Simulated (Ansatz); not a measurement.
TiB2 in Ansatz: the effect of Hubbard term

TiB2:

```xyz
3
Lattice="3.0292 0.0000 0.0000 -1.5146 2.6234 0.0000 0.0000 0.0000 3.2284" Properties=species:S:1:pos:R:3 pbc="T T T"
Ti    0.0000    0.0000    0.0000
B     1.5146    0.8745    1.6142
B     0.0000    1.7489    1.6142
```

Alike in all runs:

* Program: Ansatz 0.2.0
* Task: projected density of states
* Functional: LDA
* Potentials or basis: Ansatz PAW
* Cutoff: 420 eV (not typed: the program's choice for these potentials)
* k mesh: 10 × 10 × 8
* Occupations: fermi-dirac, width 0.05 eV
* Spin: no spin polarisation
* Hubbard projectors: ortho-atomic (the default)
* Double counting: fll (the default)

**Question.** One run gave: pressure -11.2 GPa. Which Hubbard term did it use?
A. Ti d U = 5 eV
B. Ti d U = 4 eV
C. Ti d U = 8 eV
D. Ti d U = 3 eV
E. none

**Answer.** E.

```tsv
Hubbard term	pressure (GPa)
none	-11.2
Ti d U = 1 eV	-10.4
Ti d U = 2 eV	-9.5
Ti d U = 3 eV	-8.6
Ti d U = 4 eV	-7.7
Ti d U = 5 eV	-6.7
Ti d U = 6 eV	-5.7
Ti d U = 8 eV	-3.4
```

Caveats: the PAW data sets come from PBE, with cores solved anew for the run's functional, which leaves a small shift of forces and pressure; the density of states is complete only up to the lowest level of the last band computed; U without spin polarisation on a metal has little footing (some runs); the U is typed as a test and isn't derived for this compound (some runs).
